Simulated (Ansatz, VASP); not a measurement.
# One calculation of KMgF3, two programs

```
K Mg F
1.0
     4.05419    0.00000    0.00000
     0.00000    4.05419    0.00000
     0.00000    0.00000    4.05419
K Mg F
1 1 3
Direct
  0.50000 0.50000 0.50000
  0.00000 0.00000 0.00000
  0.50000 0.00000 0.00000
  0.00000 0.50000 0.00000
  0.00000 0.00000 0.50000
```

Alike in both runs: functional PBE; k mesh 6 × 6 × 6; occupations gaussian, width 0.02 eV; no spin polarisation.

Ansatz relaxed the structure, and its values are those at the end. VASP's run is a single point on that final structure, the one shown.

```csv
,VASP,Ansatz
version,VASP 6.6.1,Ansatz 0.2.0
potentials or method,"VASP PAW PBE potentials, release 64 (K_sv, Mg, F)","scalar-relativistic, plane waves, PAW"
plane-wave cutoff (eV),520,420
valence electrons in the cell,32,40
```

VASP gave:

- gap on the k mesh at the Fermi level (eV): 6.93
- least direct gap on the mesh (eV): 7.25
- pressure (GPa): -0.4

Problem. Which values does Ansatz return?

Solution. gap on the k mesh at the Fermi level (eV): 6.96; least direct gap on the mesh (eV): 7.28; pressure (GPa): 0.0.

With one functional, cell and mesh, what is left measures potentials, basis and numerics. The two sets of potentials don't hold the same shells in valence.

A k mesh can miss the band edges. As with any semilocal functional, this PBE gap is likely too small.
